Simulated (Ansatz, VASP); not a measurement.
GaN: VASP beside Ansatz

```
Ga N
1.0
     3.28023    0.00000    0.00000
    -1.64012    2.84076    0.00000
     0.00000    0.00000   10.70125
Ga N
4 4
Direct
  0.00000 0.00000 0.99965
  0.33333 0.66667 0.24994
  0.00000 0.00000 0.49965
  0.66667 0.33333 0.74994
  0.00000 0.00000 0.18763
  0.33333 0.66667 0.43778
  0.00000 0.00000 0.68763
  0.66667 0.33333 0.93778
```

Alike in both runs: task single point; functional PBE; k mesh 9 × 9 × 2; no spin polarisation.

|  | VASP | Ansatz |
| --- | --- | --- |
| version | VASP 6.6.1 | Ansatz 0.2.0 |
| potentials or method | VASP PAW PBE potentials, release 64 (Ga_d, N) | plane waves, PAW |
| plane-wave cutoff (eV) | 520 | 420 |
| occupations | gaussian, width 0.01 eV | fixed |
| valence electrons in the cell | 72 | 72 |

|  | VASP | Ansatz | Ansatz less VASP |
| --- | --- | --- | --- |
| gap on the k mesh at the Fermi level (eV) | 1.25 | 1.25 | -0.001 |
| pressure (GPa) | -8.6 | -8.8 | -0.18 |
